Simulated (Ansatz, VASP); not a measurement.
**Two plane-wave programs on TiB**

```
Ti B
1.0
     0.00000    2.45334    2.45334
     2.45334    0.00000    2.45334
     2.45334    2.45334    0.00000
Ti B
1 1
Direct
  0.75000 0.75000 0.75000
  0.00000 0.00000 0.00000
```

Alike in both runs: functional PBEsol; k mesh 8 × 8 × 8; occupations gaussian, width 0.1 eV; no spin polarisation.

Ansatz relaxed the structure, and its values are those at the end. VASP's run is a single point on that final structure, the one shown.

|  | VASP | Ansatz |
| --- | --- | --- |
| version | VASP 6.6.1 | Ansatz 0.2.0 |
| potentials or method | VASP PAW PBE potentials, release 64 (Ti_sv, B) | scalar-relativistic, plane waves, PAW |
| plane-wave cutoff (eV) | 520 | 420 |
| valence electrons in the cell | 15 | 15 |

```csv
,VASP,Ansatz,Ansatz less VASP
gap on the k mesh at the Fermi level (eV),none,none,-
pressure (GPa),0.1,0.1,+0.01
```

A gap of «none» marks a metal or a gap that the smearing closes. With one functional, cell and mesh, what is left measures potentials, basis and numerics.

Caveats: the PAW data sets were made with another functional, which shifts forces and pressure a little (VASP).
